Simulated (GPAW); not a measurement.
Here is a GPAW 26.7.0 calculation.

run.py

```python
from ase import Atoms
from ase.dft.bandgap import bandgap
from ase.io import write
from ase.units import Bohr, GPa
from gpaw import GPAW, PW
from gpaw.elf import elf_from_dft_calculation

atoms = Atoms(['V'],
              cell=[[-1.51435, 1.51435, 1.51435],
                    [1.51435, -1.51435, 1.51435],
                    [1.51435, 1.51435, -1.51435]],
              scaled_positions=[[0.0, 0.0, 0.0]],
              pbc=True)
atoms.set_initial_magnetic_moments([2.0])

calc = GPAW(mode=PW(600),
            xc='PBE',
            kpts={'size': (12, 12, 12), 'gamma': True},
            occupations={'name': 'fermi-dirac', 'width': 0.05},
            nbands=15,
            convergence={'density': 1e-05, 'energy': 1e-05},
            maxiter=150,
            txt='gpaw.txt')
atoms.calc = calc
energy = atoms.get_potential_energy()
forces = atoms.get_forces()
stress = atoms.get_stress()
calc.write('gs.gpw')
write('result.traj', atoms)
print(f'Energy: {energy:.6f} eV')
print('Forces (eV/A):')
print(forces.round(4))
print('Stress (GPa):', (stress / GPa).round(3))
print('Moments:', calc.get_magnetic_moments().round(3))
print('Fermi level:', round(calc.get_fermi_level(), 4), 'eV')
print(f'Gap: {bandgap(calc)[0]:.4f} eV, direct: {bandgap(calc, direct=True)[0]:.4f} eV')

# fields on the real-space grid
write('density.cube', atoms, data=calc.get_pseudo_density() * Bohr**3)
write('potential.cube', atoms, data=calc.get_electrostatic_potential())
write('spin.cube', atoms, data=(calc.get_pseudo_density(spin=0) - calc.get_pseudo_density(spin=1)) * Bohr**3)
write('elf.cube', atoms, data=elf_from_dft_calculation(calc).data)
```

Potentials or basis: GPAW PAW data sets (gpaw-data 1.2.1), pw.

Run with:

```bash
$ OMP_NUM_THREADS=1 python run.py
```

Task: Estimate the net moment.

Result: 0.00 μB per cell.

Task: What does it give for the pressure?

Result: -4.3 GPa.

Task: Estimate the band gap on the k mesh.

Result: None (metal or under the smearing width).
